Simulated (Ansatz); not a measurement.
# AlGa3N4: the cost of one run

Program: Ansatz 0.2.0. Level of theory: DFT PBEsol, scalar-relativistic, plane waves, PAW. These are calculated values, not measurements.

1 further run of the same task is left out (set aside as unsound or not needed).

**1. Starting point**

The structure is monoclinic, space group Pm (No. 6). The conventional cell has a = 5.142 Å, b = 3.165 Å, c = 5.478 Å, α = 90.00°, β = 90.04°, γ = 90.00°. Al (site symmetry m) has 4 N at 1.89 to 1.90 Å as nearest neighbours. Ga (site symmetry m) is surrounded by 4 N at 1.94 to 1.95 Å. Ga (site symmetry m) has 4 N at 1.94 to 1.96 Å as nearest neighbours. Around Ga (site symmetry m) lie 4 N at 1.95 to 1.96 Å. N (site symmetry m) has 1 Al at 1.89 Å and 3 Ga at 1.95 Å as nearest neighbours. Around N (site symmetry m) lie 2 Al at 1.90 Å and 2 Ga at 1.96 Å. Around N (site symmetry m) lie 4 Ga at 1.94 to 1.95 Å. N (site symmetry m) has 1 Al at 1.90 Å and 3 Ga at 1.94 Å as nearest neighbours.

As a file:

```cif
data_structure
_symmetry_space_group_name_H-M 'Pm'
_symmetry_Int_Tables_number 6
_cell_length_a 5.1424
_cell_length_b 3.1650
_cell_length_c 5.4785
_cell_angle_alpha 90.000
_cell_angle_beta 90.036
_cell_angle_gamma 90.000
_cell_volume 89.17
loop_
_atom_site_label
_atom_site_type_symbol
_atom_site_symmetry_multiplicity
_atom_site_Wyckoff_symbol
_atom_site_fract_x
_atom_site_fract_y
_atom_site_fract_z
_atom_site_occupancy
Al1 Al 1 b 0.00060 0.50000 0.66736 1
Ga1 Ga 1 b 0.49912 0.50000 0.33492 1
Ga2 Ga 1 a 0.49903 0.00000 0.83156 1
Ga3 Ga 1 a 0.99986 0.00000 0.16618 1
N1 N 1 b 0.11967 0.50000 0.34010 1
N2 N 1 a 0.11765 0.00000 0.82638 1
N3 N 1 a 0.62044 0.00000 0.16622 1
N4 N 1 b 0.63123 0.50000 0.66730 1
```

It goes back to an entry of the Materials Project, which need not be the stable form.

This cell was relaxed beforehand with the same method: volume 11.15 Å³/atom, gap on the mesh 2.36 eV.

**2. The reference cell**

The reference gives a free energy of -13274.4685 eV, pressure -0.01 GPa, largest force 0.004 eV/Å and gap on the mesh 2.36 eV. It was computed beforehand with the settings of the runs below.

**3. The scan: freezing in a mode**

Mode 4 of the phonon run on this cell, counted from the lowest, is frozen in: each atom moves by x times its row below, so x is the largest displacement.

```
atom     ux      uy     uz
 Al1  0.000   0.091  0.000
 Ga2  0.000  -0.114  0.000
 Ga3  0.000   1.000  0.000
 Ga4  0.000  -0.934  0.000
  N5  0.000  -0.755  0.000
  N6  0.000   0.092  0.000
  N7  0.000  -0.090  0.000
  N8  0.000   0.813  0.000
```

**4. Point x = -0.120 Å**

input.yaml reads:

```yaml
crystal:
  lattice:
    - [5.1423511994, 0.0, 0.0001215027]
    - [0.0, 3.1649848006, 0.0]
    - [-0.0035856898, 0.0, 5.4784941377]
  atoms:
    - { symbol: Al, position: [0.0006034227, 0.496536086, 0.6673576245] }
    - { symbol: Ga, position: [0.499116703, 0.5043132035, 0.3349195796] }
    - { symbol: Ga, position: [0.4990273845, -0.037914874, 0.8315570005] }
    - { symbol: Ga, position: [0.9998617813, 0.035395272, 0.1661805284] }
    - { symbol: "N", position: [0.1196687538, 0.5286424754, 0.3400974154] }
    - { symbol: "N", position: [0.1176459792, -0.0035020144, 0.8263760592] }
    - { symbol: "N", position: [0.6204436392, 0.0034183237, 0.1662162869] }
    - { symbol: "N", position: [0.6312323464, 0.4691856615, 0.6672965055] }
basis:
  ecutwfc: 420
kpoints:
  mp_grid: { grid: [6, 8, 6] }
hamiltonian:
  xc: pbesol
scf:
  occupations: { method: gaussian, width: 0.05 }
output:
  forces: true
  stress: true
  eigenvalues: true
```

Run with:

```console
> ansatz run input.yaml --threads 2 --pin off --max-ram 5120MiB --backend cpu --events-out ev --progress --plain --runs-dir out
```

**Question.** How long does this run take on 2 threads of AMD EPYC 7R43 (Zen 3), shared host, and how much memory does it need?

About 19 s, with a peak of 0.67 GiB.
